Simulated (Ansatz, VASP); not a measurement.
Be: VASP beside Ansatz

The input INCAR:

```
  PREC = Accurate
  ENCUT = 520
  EDIFF = 1E-6
  ISMEAR = -1
  SIGMA = 0.1
  LREAL = F
  LASPH = T
  NELM = 80
  ALGO = Normal
  ISIF = 2
  LWAVE = F
  LCHARG = F
  GGA = CA
  NBANDS = 9
```

Contents of KPOINTS:

```
regular mesh
0
Gamma
  3 3 2
```

Contents of POSCAR:

```
Be
1.0
    2.2295160349      0.0000000000      0.0000000000
   -1.1147580175      1.9308175243      0.0000000000
    0.0000000000      0.0000000000      3.5083258361
Be
2
Direct
    0.3333333333      0.6666666667      0.2500000000
    0.6666666667      0.3333333333      0.7500000000
```

Input for Ansatz:

```yaml
crystal:
  lattice:
    - [2.2295160349, 0.0, 0.0]
    - [-1.1147580175, 1.9308175243, 0.0]
    - [0.0, 0.0, 3.5083258361]
  atoms:
    - { symbol: Be, position: [0.3333333333, 0.6666666667, 0.25] }
    - { symbol: Be, position: [0.6666666667, 0.3333333333, 0.75] }
hamiltonian:
  xc: lda
  pseudopotentials:
    kind: paw
    azcp:
      Be: "pseudopotentials/Be.paw.azcp"
basis:
  ecutwfc: 420
  fft_grid_basis: typed
kpoints:
  mp_grid: { grid: [3, 3, 2], shift: [0, 0, 0] }
magnetization:
  spin_polarized: false
scf:
  occupations: { method: fermi_dirac, width: 0.1 }
  lower_state_search: "off"
output:
  stress: true
```

Alike in both runs: task single point; functional LDA; k mesh 3 × 3 × 2; occupations fermi-dirac, width 0.1 eV; no spin polarisation.

|  | VASP | Ansatz |
| --- | --- | --- |
| version | VASP 6.6.1 | Ansatz 0.2.0 |
| potentials or method | VASP PAW LDA potentials, release 64 (Be) | plane waves (420 eV) with PAW, scalar-relativistic |
| plane-wave cutoff (eV) | 520 | 420 |
| valence electrons in the cell | 4 | 4 |

Ansatz gave:

| Property | Result |
| --- | --- |
| pressure (GPa) | 10.5 |
| largest component of the traceless stress (GPa) | 17.20 |

Q: What did VASP give for the same quantities?

A: Pressure (GPa): 11.0; largest component of the traceless stress (GPa): 17.18.

Ansatz warned: «pseudo_functional_mismatch».

Caveats: the k mesh is coarse (spacing up to 1.08 Å⁻¹), so the values aren't converged.
